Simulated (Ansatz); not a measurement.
# Te2Mo at a changed volume — field gradients at the nuclei

The cell is a structure deposited in the COD, relaxed with PBE at fixed cell and then changed (volume scaled by 1.02, ions relaxed).

Space group P2_1/m (No. 11); a = 6.3719, b = 3.4920, c = 13.9518 Å, β = 93.92°.

```csv
site,Wyckoff,site symmetry,x,y,z
Te1,2e,m,0.5572,0.7500,0.3519
Te3,2e,m,0.5876,0.2500,0.1031
Te5,2e,m,0.0969,0.7500,0.1485
Te7,2e,m,0.0552,0.2500,0.3966
Mo9,2e,m,0.3208,0.7500,0.5068
Mo11,2e,m,0.1813,0.2500,0.0076
```

One atom of each set is listed.

Computed with Ansatz: DFT, PBE, plane waves and PAW, scalar-relativistic, 420 eV cutoff, Γ-centred 7×13×4 k-points, Fermi–Dirac smearing 0.05 eV.

V_zz is the principal component of the electric field gradient with the largest magnitude, η = (V_xx − V_yy)/V_zz and C_Q = eQV_zz/h.

95Mo: I = 5/2, Q = -22.00 mb. Quadrupole moments are those of Pyykkö's year-2017 table.

Problem. Which values are expected at the nuclei?

Solution. 

```csv
site,atoms,first shell,"V_xx, V_yy, V_zz (10²¹ V/m²)",η,C_Q (MHz)
Te1,2,3 Mo at 2.71–2.72 Å,"2.23, 13.38, -15.60",0.71,–
Te3,2,3 Mo at 2.81–2.83 Å,"-4.21, -16.88, 21.1",0.60,–
Te5,2,3 Mo at 2.71 Å,"2.96, 13.10, -16.07",0.63,–
Te7,2,3 Mo at 2.81–2.83 Å,"-4.25, -16.48, 20.7",0.59,–
Mo9,2,"6 Te at 2.71–2.83 Å, 2 Mo at 2.89 Å","0.82, 6.55, -7.37",0.78,3.92
Mo11,2,"6 Te at 2.71–2.83 Å, 2 Mo at 2.89 Å","0.86, 6.66, -7.52",0.77,4.00
```

Te has no stable isotope with a ground-state quadrupole moment in the table, so no C_Q is given.

With no gap above 0.1 eV, as in a metal, the gradients converge slowly in k; expect changes of a tenth or more on a denser mesh. Without spin–orbit coupling the gradients at and beside Te can be off by some per cent, at some sites by more.

The relaxation (3 steps) took 1.9 min of wall time (7.6 min of CPU time) and 3.2 GiB at its peak, on 4 threads of Intel Xeon Platinum 8375C CPU @ 2.90GHz (Ice Lake) (x86_64; 16 cores open to the job, memory cap 8.0 GiB, no GPU), a shared host with a load of 0.3 a core.
